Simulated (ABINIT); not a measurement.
Planning a run of ABINIT 10.8.3 on AlN (P6_3mc). The input:

```
acell 3*1.0 Angstrom
rprim 
  3.113000000011 -0.000000000003 0.000000000000
  -1.556500000003 2.695937081992 0.000000000000
  0.000000000000 0.000000000000 4.981000000000
ntypat 2
znucl 13 7
natom 4
typat 1 1 2 2
xred 
  0.333333333333 0.666666666667 0.000000000000
  0.666666666667 0.333333333333 0.500000000000
  0.333333333333 0.666666666667 0.380000000000
  0.666666666667 0.333333333333 0.880000000000
pp_dirpath "pseudos"
pseudos "Al.upf, N.upf"
ecut 36
ngkpt 6 6 4
nshiftk 1
shiftk 0 0 0
kptopt 1
chksymbreak 0
istwfk *1
occopt 1
irdwfk 1
optdriver 4
nband 158
gwcalctyp 0
ecutsigx 36
symsigma 1
nkptgw 4
kptgw 
  0.0000000000 0.0000000000 0.0000000000
  0.5000000000 0.0000000000 0.0000000000
  0.0000000000 0.0000000000 0.5000000000
  0.5000000000 0.0000000000 0.5000000000
bdgw 
  6 10
  7 10
  5 10
  7 10
ecuteps 6.26
irdscr 1
ppmodel 1
indata_prefix "in"
outdata_prefix "out"
tmpdata_prefix "tmp"
```

The database entry behind the starting cell differs from later determinations by our own check (inner coordinate u about 0.002 short), so it need not match the best structure at ambient conditions.

```sh
OMP_NUM_THREADS=1 mpirun -n 4 abinit run.abi > log
```

Estimate wall time and host memory on 4 MPI ranks of Arm Neoverse V2, shared host.

It took 44 s; on shared hardware allow 22 s to 89 s. Peak host memory was 1.4 GiB.

[Paths, hosts, dates, memory and timing lines, banners, echoed tables and standing remarks are left out of the program output.]

[Logs are printed without paths, hosts, clocks, repeated set-up lines and the standing remarks that a program may print on its own settings, such as how far it seeks lower states.]

[Runs of the session that timed out or met a known fault of the program may be left out.]

[Hosts, paths, dates, database ids (printed as entryN), source tags and the programs' standing remarks are cut or masked in the printed files.]

[G0W0 gaps are taken among the corrected bands and points alone; a level outside them can change the order at an edge.]

[Where Ansatz stands beside ABINIT at settings called matched, ABINIT's density can come from a denser mesh and the files from another edition; pairs whose starting gaps differed by over 0.03 eV were left out, so agreement reads better than it is.]
